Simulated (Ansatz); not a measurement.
CsPbCl3: what a change of basis.ecutrho_ratio, basis.xc_grid, scf.occupations.method, scf.occupations.width does

All numbers are calculated (PBE, no spin polarisation, no spin-orbit coupling; Ansatz, PAW set soft_2, 420 eV, k-mesh 6×6×6), not measured. These are the settings of the reference run.

Cell:

```
Cs Pb Cl
1.0
     5.73370    0.00000    0.00000
     0.00000    5.73370    0.00000
     0.00000    0.00000    5.73379
Cs Pb Cl
1 1 3
Direct
  0.00000 0.00000 0.00093
  0.50000 0.50000 0.49722
  0.50000 0.50000 0.99701
  0.00000 0.50000 0.49542
  0.50000 0.00000 0.49542
```

The reference run of this cell is solved again as a single point with these keys changed:

| key | reference run | changed run |
| --- | --- | --- |
| basis.ecutrho_ratio | not typed | 12 |
| basis.xc_grid | not typed | 2 |
| scf.occupations.method | gaussian | cold |
| scf.occupations.width | 0.02 | 0.01 |

How far do the results move?



| quantity | reference run | changed run |
| --- | --- | --- |
| energy, changed less reference (meV an atom) | 0 | 0.0 |
| pressure (GPa) | 0.0 | 0.0 |
| largest force (eV/Å) | 0.00 | 0.00 |
| gap on the mesh (eV) | 2.21 | 2.21 |

The results hardly move, so these settings together matter little here. It took 5 iterations from the trained starting density.

Caveats: a single point, atoms not relaxed again; semilocal functionals make gaps too small and can close them.
